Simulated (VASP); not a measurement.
## Lu: relaxation of cell and atoms with PBEsol

Crystal: Lu.

```
CELL_PARAMETERS angstrom
-1.95411 1.95411 1.95411
1.95411 -1.95411 1.95411
1.95411 1.95411 -1.95411
ATOMIC_POSITIONS crystal
Lu 0.00000 0.00000 0.00000
```

This isn't the form of Lu at room conditions, which is hcp.

```yaml
Program: VASP 6.6.1
Task: relaxation of cell and atoms
Functional: PBEsol
Potentials_or_basis: VASP PAW PBE potentials, release 64 (Lu)
Cutoff: 600 eV
k_mesh: 10 × 10 × 10
Occupations: fermi-dirac, width 0.05 eV
Spin: no spin polarisation
Further_INCAR_settings: ALGO = Normal; EDIFF = 1e-06; IBRION = 2; EDIFFG = -0.01; NSW = 60; ISIF = 3
```

The relaxed volume is 28.03 Å³/atom. The relaxed cell is a = 3.315 Å, b = 3.315 Å, c = 3.315 Å, α = 109.47°, β = 109.47°, γ = 109.47° and the space group after relaxing (to 0.05 Å) is Im-3m (No. 229). The energy gained by relaxing is 15.9 meV/atom and the ionic steps are 3. The pressure after relaxing is 0.0 GPa and the band gap on the k mesh is none (metal or under the smearing width).

Step by step:
```tsv
step	energy change (eV)	largest force (eV/Å)	pressure (GPa)	volume (Å³)
1	0.0000	0.0000	-2.50	29.85
2	-0.0158	0.0000	0.31	27.88
3	-0.0159	0.0000	0.01	28.03
```

Final structure:
```xyz
1
Lattice="-1.9137 1.9137 1.9137 1.9137 -1.9137 1.9137 1.9137 1.9137 -1.9137" Properties=species:S:1:pos:R:3 pbc="T T T"
Lu    0.0000    0.0000    0.0000
```

Levels at points of the mesh, in eV from the Fermi level:
| k point | band 10 | band 11 | band 12 | band 13 | band 14 | band 15 |
| --- | --- | --- | --- | --- | --- | --- |
| (0.00, 0.00, 0.00) | -4.98 | -4.98 | -4.96 | 2.12 | 2.12 | 2.12 |
| (0.50, 0.00, 0.00) | -4.98 | -4.97 | -2.64 | 0.30 | 0.61 | 4.25 |
| (0.50, 0.50, 0.50) | -4.97 | -4.97 | -1.65 | -1.65 | 5.97 | 5.97 |

Run time: 46 s on 1 thread of Intel(R) Xeon(R) Platinum 8559C (Emerald Rapids), with other jobs on the host, peak memory 0.19 GiB.

Caveat: the PAW data sets were made with another functional, which shifts forces and pressure a little. Spin-orbit coupling is left out, which matters for the levels of Lu.
